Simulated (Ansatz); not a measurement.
Here is an Ansatz input file for PbS, space group Cmc2_1. Write the same calculation for the Python package.

```yaml
crystal:
  lattice:
    - [2.056942, -3.565829, 0.0]
    - [2.056942, 3.565829, 0.0]
    - [0.0, 0.0, 7.559945]
  atoms:
    - { symbol: Pb, position: [0.001032, 0.998968, 0.486732] }
    - { symbol: Pb, position: [0.998968, 0.001032, 0.986732] }
    - { symbol: S, position: [0.667145, 0.332855, 0.692468] }
    - { symbol: S, position: [0.332855, 0.667145, 0.192468] }
basis:
  ecutwfc: 550.0
kpoints:
  mp_grid: { grid: [4, 4, 2] }
  band_path:
    path:
      - [0.0, 0.0, 0.0]
      - [-0.5, 0.0, 0.0]
      - [-0.5, 0.0, -0.5]
      - [0.0, 0.0, -0.5]
      - [-0.5, 0.5, -0.5]
    npoints: 6
hamiltonian:
  xc: pbesol
scf:
  n_extra_bands: 8
  occupations: { method: fixed }
output:
  eigenvalues: true
```

The program run on that file:
```console
$ ansatz run input.yaml --threads 1 --pin off --max-ram 3072MiB --backend cpu --events-out ev --progress --plain --runs-dir out
scf.n_extra_bands = 8 over 20 filled bands (N_el = 40.0): the run solves 28 bands
Engine: ansatz 0.2.0, aarch64-unknown-linux-gnu
Pseudopotentials: kind: paw
Pseudopotential: Pb, paw, valence charge 14, recommended cutoff 420 eV (normal), Pb.paw.azcp
Pseudopotential: S, paw, valence charge 6, recommended cutoff 420 eV (normal), S.paw.azcp
Functional definition: PBEsol
  exchange = pbesol_x
  correlation = pbesol_c
Crystal: 4 atoms, lattice volume = 110.900 Å³
Basis set: ecut = 550 eV, 3227 PW (Γ)
Bands: 28, of which v1, the nominal top of the filled ones, is band 20 counted from 1 (19 counted from 0)
Symmetry: 4 space group operations
Space group: Cmc21 (ITA 36), of the structure as read, at distance tolerance 4.8e-5 Å
k-points: 14 of 32
Non-local potential: Pb, projectors of the file, l = 0: 2, l = 1: 2, l = 2: 2, l = 3: 2
Non-local potential: S, projectors of the file, l = 0: 2, l = 1: 2, l = 2: 2
PAW form: soft (Blöchl's): semilocal exchange-correlation on the pseudo side does not see the compensation charge
PAW frozen core: Pb, regenerated for the run's functional, and the local potential with it (the file was generated under x = pbe(κ = 0.804, μ = 0.2195149727645171), c = pbe(β = 0.06672455060314922))
PAW frozen core: S, regenerated for the run's functional, and the local potential with it (the file was generated under x = pbe(κ = 0.804, μ = 0.2195149727645171), c = pbe(β = 0.06672455060314922))
PAW one-centre angular grid: Pb, 590 points (default); XC on 64 Gauss nodes
PAW one-centre angular grid: S, 110 points (default); XC on 64 Gauss nodes
Initial density: superposition of atomic densities (neutral atoms: chi_scale 0, normalization atom), corrected by the library's trained network
Initial wavefunctions: pseudopotential atomic-orbital guess
Functional: x = pbesol(κ = 0.804, μ = 0.12345679012345678), c = pbesol(β = 0.046)
SCF iter   1: F=—  HF=-25281.560104 eV  |F-HF|=—  |Δ(HF+E_count)|=         —  Δρ=4.35e-3  dr2=3.96e-2  ethr=1.77e-3  ⟨swp⟩=5.0  Hψ=1505  notcnv=0  defer=80
preconditioner: auto → Resta (q_TF=auto, 2.302 Å⁻¹)  ε∞=3.2  [insulator: Δε(μ)=0.539 eV  Ē_g=15.199 eV  n_scr=22 (ndim 8)  ℏωp=22.3 eV  f_vac=0.007  ε∞_Penn≈3.2]
SCF iter   2: F=—  HF=-25281.547419 eV  |F-HF|=—  |Δ(HF+E_count)|=   1.27e-2  Δρ=1.34e-3  dr2=1.88e-3  ethr=9.90e-5  ⟨swp⟩=2.1  Hψ=575  notcnv=0  defer=83
SCF iter   3: F=—  HF=-25281.547039 eV  |F-HF|=—  |Δ(HF+E_count)|=   3.80e-4  Δρ=4.68e-4  dr2=2.06e-4  ethr=4.70e-6  ⟨swp⟩=3.0  Hψ=672  notcnv=0  defer=84
SCF iter   4: F=—  HF=-25281.547034 eV  |F-HF|=—  |Δ(HF+E_count)|=   5.18e-6  Δρ=1.18e-4  dr2=1.41e-5  ethr=5.14e-7  ⟨swp⟩=2.0  Hψ=644  notcnv=0  defer=75
SCF iter   5: F=—  HF=-25281.547038 eV  |F-HF|=—  |Δ(HF+E_count)|=   4.12e-6  Δρ=1.83e-5  dr2=3.05e-7  ethr=3.52e-8  ⟨swp⟩=2.5  Hψ=510  notcnv=0  defer=55
SCF iter   6: F=-25281.547038 eV  HF=-25281.547038 eV  |F-HF|=9.08e-9  |Δ(HF+E_count)|=   1.45e-7  Δρ=2.81e-6  dr2=8.88e-9  ethr=2.50e-10  ⟨swp⟩=10.3  Hψ=1903  notcnv=0
SCF 1 converged in 6 iterations: F = -25281.547038 eV  dr2 = 8.88e-9
  greatest PAW one-centre occupation: 0.981 electrons in one spin orbital (limit 2), on the Pb atom at site 0 (counted from 0), in its partial waves of l = 2
NSCF: frozen V_eff on 25 k-points
SCF converged after 6 iterations
Free energy (F): -25281.547038 eV
Harris-Foulkes:  -25281.547038 eV  (|F-HF|=9.08e-9)
Internal energy: -25281.547038 eV  (E = F + TS)
E sigma→0 (E₀):  -25281.547038 eV
Fermi energy:    7.270578 eV
--- Per-component energies (eV) ---
  E_band       = -145.504938
  E_kinetic    = 785.194939
  E_local      = -2590.514911  (includes V_loc(G=0)·N_el)
  E_nonlocal   = 761.393635
  E_hartree    = 1005.427182
  E_xc         = -629.874226
  E_vxc        = -439.276833  (∫ρ·V_xc dr)
  E_paw        = -21675.237857  (= ΣΔE_a)
  E_vpaw       = -673.159120  (= ΣTr[D̂ρ^β])
  E_aug_tail   = 0.000013  (compensation charges beyond the density's cutoff)
  E_ewald      = -2938.183945
  E_core_change = 0.248132  (= ΣΔE_core)
  E_smearing   = -0.000000  (= −TS)
  E_closure    = -0.000000  (closes the sum)
  Σ components = -25281.547038   (vs F -25281.547038, Δ=0.00e0)
--- Band table (eV; the first three rows and the last of 14) ---
  k-point 0: bands = ["-9.3465", "-9.3071", "-9.3067", "-9.2933", "-9.2930", "-9.2661", "-9.2659", "-9.2264", "-9.2242", "-9.2239", "-5.8462", "-4.9672", "-1.1702", "1.0759", "5.1174", "5.6341", "5.6379", "5.9770", "5.9827", "7.2706", "8.4064", "10.8869", "10.8877", "11.2285", "11.2547", "11.6502", "14.3966", "15.1359"]
  k-point 1: bands = ["-9.2993", "-9.2993", "-9.2990", "-9.2990", "-9.2860", "-9.2860", "-9.2461", "-9.2461", "-9.2459", "-9.2459", "-5.4740", "-5.4740", "-0.0847", "-0.0847", "5.8101", "5.8101", "5.8106", "5.8106", "6.0740", "6.0740", "9.9992", "9.9992", "10.9557", "10.9557", "10.9674", "10.9674", "15.0570", "15.0570"]
  k-point 2: bands = ["-9.3584", "-9.3305", "-9.3089", "-9.2886", "-9.2816", "-9.2646", "-9.2580", "-9.2411", "-9.2266", "-9.2022", "-5.3737", "-4.6205", "-0.7006", "0.0754", "3.8688", "4.9959", "5.0885", "5.8382", "5.9950", "6.3105", "8.6332", "10.3332", "10.4377", "10.9023", "11.9209", "11.9651", "13.4743", "14.7219"]
  k-point 13: bands = ["-9.3659", "-9.3659", "-9.2846", "-9.2846", "-9.2631", "-9.2631", "-9.2402", "-9.2402", "-9.2297", "-9.2297", "-4.4712", "-4.4712", "-0.6984", "-0.6984", "4.1817", "4.1817", "5.0098", "5.0098", "5.0700", "5.0700", "9.7748", "9.7748", "10.6958", "10.6958", "11.2406", "11.2406", "14.4310", "14.4310"]
```

`bands.py`
```python
'''Bands of PbS along a path through the zone.'''

from collections import Counter
import warnings

import ansatz as az
import numpy as np
from pymatgen.core import Structure

SETTINGS = {
    'k_length': 14,
    'smearing': 'fixed',
    'xc': 'pbesol',
    'ecut': 550,
    'extra_bands': 8,
}


def main() -> None:
    warnings.simplefilter('ignore', az.DeckWarning)

    vectors = np.array([
        [2.056942, -3.565829, 0.0],
        [2.056942, 3.565829, 0.0],
        [0.0, 0.0, 7.559945],
    ])
    cell = (
        az.Lattice.of(vectors)
        .atom('Pb', (0.001032, 0.998968, 0.486732))
        .atom('Pb', (0.998968, 0.001032, 0.986732))
        .atom('S', (0.667145, 0.332855, 0.692468))
        .atom('S', (0.332855, 0.667145, 0.192468))
    )

    # high-symmetry points in fractions of the reciprocal vectors
    path = [
        ('G', (0.0, 0.0, 0.0)),
        ('S', (-0.5, 0.0, 0.0)),
        ('R', (-0.5, 0.0, -0.5)),
        ('Z', (0.0, 0.0, -0.5)),
        ('T', (-0.5, 0.5, -0.5)),
    ]
    job = (
        cell.calculation()
        .kpoints(length=SETTINGS['k_length'])
        .occupations(SETTINGS['smearing'])
        .functional(SETTINGS['xc'])
        .basis(SETTINGS['ecut'])
        .band_structure([point for _, point in path], intervals=6)
        .scf(extra_bands=SETTINGS['extra_bands'])
        .band_table()
    )
    def show(event):
        row = event['data']
        if event['event'] == 'scf_iter' and row.get('harris_foulkes_ev') is not None:
            print(f'  iteration {row["iter"]:3d}  Harris-Foulkes {row["harris_foulkes_ev"]:.5f} eV  residual {row["dr2_ev"]:.2e}')


    done = job.session().plan().execute(on_event=show)
    rep = done.report

    print('%-22s %14.5f eV' % ('F = E - TS', rep['free_energy_ev']))
    print('%-22s %14.5f eV' % ('E', rep['internal_energy_ev']))
    print('%-22s %14.5f eV' % ('Harris-Foulkes', rep['harris_foulkes_ev']))
    print('%-22s %14.5f eV' % ('Fermi level', rep['fermi_energy_ev']))

    edges = rep.get('band_edges_ev')
    if edges:
        print(f'band edges on the mesh: {edges[0]:.3f} and {edges[1]:.3f} eV, gap {edges[1] - edges[0]:.3f} eV')
    else:
        print('no band edges reported (a metal, or a gap too narrow for this smearing); Fermi level', round(rep['fermi_energy_ev'], 3), 'eV')

    final = Structure(done.lattice.cell_ang, [s.symbol for s in done.lattice.sites], [s.position_frac for s in done.lattice.sites])
    # first shell of each atom, within 15 % of its shortest distance
    shortest = {}
    for site, neighbours in zip(final, final.get_all_neighbors(5.0)):
        for other in neighbours:
            pair = '-'.join(sorted((site.specie.symbol, other.specie.symbol)))
            shortest[pair] = min(shortest.get(pair, 9e9), other.nn_distance)
    for pair, distance in sorted(shortest.items(), key=lambda item: item[1]):
        print(f'shortest {pair:6s} {distance:.4f} A')

    bands = done.band_structure()
    fermi = bands.fermi_energy_ev
    print(f'zero of the bands: {fermi:.3f} eV, the Fermi level found on the SCF mesh')
    for spin, channel in enumerate(bands.channels):
        print('channel', spin, '- computed levels within 6 eV of the Fermi level')
        for i, (label, _) in enumerate(path):
            levels = channel.eigenvalues_ev[i * 6] - fermi
            print(f'  {label:3s}', ' '.join(f'{e:7.3f}' for e in levels if abs(e) < 6))


if __name__ == '__main__':
    main()
```

```console
$ python bands.py
  iteration   1  Harris-Foulkes -25281.56010 eV  residual 3.96e-02
  iteration   2  Harris-Foulkes -25281.54742 eV  residual 1.88e-03
  iteration   3  Harris-Foulkes -25281.54704 eV  residual 2.06e-04
  iteration   4  Harris-Foulkes -25281.54703 eV  residual 1.41e-05
  iteration   5  Harris-Foulkes -25281.54704 eV  residual 3.05e-07
  iteration   6  Harris-Foulkes -25281.54704 eV  residual 8.88e-09
F = E - TS               -25281.54704 eV
E                        -25281.54704 eV
Harris-Foulkes           -25281.54704 eV
Fermi level                   7.27058 eV
band edges on the mesh: 7.271 and 7.846 eV, gap 0.576 eV
shortest Pb-S   2.8379 A
shortest Pb-Pb  3.7800 A
shortest S-S    4.1139 A
zero of the bands: 7.271 eV, the Fermi level found on the SCF mesh
channel 0 - computed levels within 6 eV of the Fermi level
  G    -2.153  -1.637  -1.633  -1.294  -1.288   0.000   1.136   3.616   3.617   3.958   3.984   4.380
  S    -4.191  -3.818  -2.733  -1.628  -1.312  -0.705   0.577   2.585   2.924   4.046   4.325   5.499
  R    -3.084  -3.084  -2.266  -2.266  -2.205  -2.205   2.508   2.508   3.420   3.420   3.962   3.962
  Z    -1.460  -1.460  -1.460  -1.460  -1.197  -1.197   2.729   2.729   3.685   3.685   3.697   3.697
  T    -3.089  -3.089  -2.261  -2.261  -2.201  -2.201   2.504   2.504   3.425   3.425   3.970   3.970
```

Notes:
- Absolute energies stand on the zero of these potentials, so only differences at equal settings mean something. A total without «per atom» is that of the cell as typed.
- Spin-orbit coupling, left out here, can change this gap by several tenths of an eV, and inverted bands can meet off the mesh.
- The Fermi level of a run with fixed occupations marks the highest occupied state on its mesh, not mid-gap.
- Only differences from the Fermi energy are physical; the zero of the scale is a convention.
- Within a few hundredths of an angstrom the cell has the higher group P6_3mc; the lower one is a small distortion.
- This cell is a computed structure, which may not be the phase found in nature.
- Gaps and levels are Kohn-Sham values on a finite set of k-points, without spin-orbit coupling.
- Run time: 9 s on 1 thread of Arm Neoverse V2, on a shared host, peak memory 0.41 GiB.

(Lines on the test bed's own set-up are left out of the output.)
